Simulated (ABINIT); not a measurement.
Input of an ABINIT 10.8.3 (patched build) run:

The input run.abi:

```
# Pseudopotentials
pp_dirpath "./"
pseudos "Ta.upf, N.upf"

# Structure
acell 2.90066223 2.9006622284 2.84328512 Angstrom
rprim
     1.0000000000     0.0000000000     0.0000000000
    -0.4999999986     0.8660254046     0.0000000000
     0.0000000000     0.0000000000     1.0000000000
ntypat 2
znucl 73 7
natom 2
typat 1 2
xred
     0.0000000000     0.0000000000     0.5000000000
     0.6666666700     0.3333333300     0.0000000000
chkprim 0
chksymtnons 0
tolsym 1.0e-6

# Plane-wave basis
ecut 42.0

# k points
kptopt 1
ngkpt 8 8 7
nshiftk 1
shiftk 0.0 0.0 0.0

# Exchange and correlation
ixc 7

# Bands and occupations
nband 13
occopt 3
tsmear 0.00183747

# SCF cycle
nstep 100
tolvrs 1.0e-10

# Output
iomode 3
prtwf 0
prteig 0
prtebands 0
enunit 2
prtden 1
prtvha 1
prtvclmb 1
prtpot 1
prtelf 1
```

Potentials or basis: PseudoDojo NC SR LDA v0.4.1 standard.

Command:

```console
$ mpirun --bind-to none -np 4 abinit run.abi > log 2>&1
```

What does it give for the pressure?

0.0 GPa.

Estimate the band gap on the k mesh.

none (metal or under the smearing width).

Spin-orbit coupling is left out, which matters for the levels of Ta.
